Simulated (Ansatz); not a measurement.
**Phosphorus, diamond: HSE06 at the PBE geometry**

Aim: see what exact exchange does to the levels, and what it costs. Spin polarisation is left out. The geometry was relaxed under PBE beforehand and is kept. Exact exchange is dear, so the k-mesh is coarse, and PBE is run on the same mesh for comparison.

Computed with Ansatz 0.2.0 (DFT, plane waves (420 eV) with PBE-made PAW files, scalar-relativistic; functionals as named at each step, unless a step says otherwise).

## 1. The structure to begin with

It takes space group Fd-3m (No. 227, cubic). Conventional cell: a = 5.478 Å, b = 5.478 Å, c = 5.478 Å, α = 90.00°, β = 90.00°, γ = 90.00°. P (site symmetry -43m) has 4 P at 2.37 Å as nearest neighbours.

Coordinates:

```cif
data_structure
_symmetry_space_group_name_H-M 'P 1'
_symmetry_Int_Tables_number 1
_cell_length_a 3.8737
_cell_length_b 3.8737
_cell_length_c 3.8737
_cell_angle_alpha 60.000
_cell_angle_beta 60.000
_cell_angle_gamma 60.000
_cell_volume 41.10
loop_
_atom_site_label
_atom_site_type_symbol
_atom_site_fract_x
_atom_site_fract_y
_atom_site_fract_z
_atom_site_occupancy
P1 P 0.12500 0.12500 0.12500 1
P2 P 0.87500 0.87500 0.87500 1
```

## 2. PBE, coarse mesh

The run with PBE.

Contents of input.yaml:

```yaml
crystal:
  lattice:
    - [0.0, 2.7391031705, 2.7391031705]
    - [2.7391031705, 0.0, 2.7391031705]
    - [2.7391031705, 2.7391031705, 0.0]
  atoms:
    - { symbol: P, position: [0.125, 0.125, 0.125] }
    - { symbol: P, position: [0.875, 0.875, 0.875] }
hamiltonian:
  xc: pbe
  pseudopotentials:
    kind: paw
    azcp:
      P: "pseudopotentials/P.paw.azcp"
basis:
  ecutwfc: 420
  fft_grid_basis: typed
kpoints:
  mp_grid: { grid: [5, 5, 5], shift: [0, 0, 0] }
magnetization:
  spin_polarized: false
scf:
  occupations: { method: fermi_dirac, width: 0.1 }
```

Started as:

```
$ ansatz run input.yaml --threads 4 --pin off --max-ram 8192MiB --backend cpu --events-out ev --progress --plain --runs-dir out
```

## 3. HSE06, coarse mesh

The run with HSE06.

Changes to input.yaml since step 2:

```diff
@@ -9,3 +9,3 @@
 hamiltonian:
-  xc: pbe
+  xc: hse06
   pseudopotentials:
@@ -23 +23,6 @@
   occupations: { method: fermi_dirac, width: 0.1 }
+output:
+  write_density: true
+  write_potential: true
+  elf: true
+  volumetric_format: npy
```

(Steps that only read results are left out.)

**Question.** What will these runs give? Wanted: PBE: gap; HSE06: gap; HSE06: relative to black phosphorus.

**Answer**, as computed:

| quantity | value |
| --- | --- |
| PBE: gap | none (levels filled in part) |
| HSE06: gap | none (levels filled in part) |
| HSE06: SCF cycles, exchange loops | 13, 2 |
| HSE06: CPU time over that of PBE | 14 |
| HSE06: relative to black phosphorus | +739 meV/atom |

What this shows: Both PBE and HSE06 leave levels filled in part. The hybrid took 14 times as much CPU time as PBE on the same settings. The exchange operator of HSE06 was renewed in 2 outer loops. The dense-mesh value adds +30.9 meV/atom, the change that PBE shows between the coarse mesh and its own dense run (not shown). Under HSE06 it lies 739 meV/atom above black phosphorus (computed apart in the same way); on such meshes a few tens of meV are uncertain for metals. Absolute energies differ from functional to functional, by eV per atom at times, and say nothing by themselves.
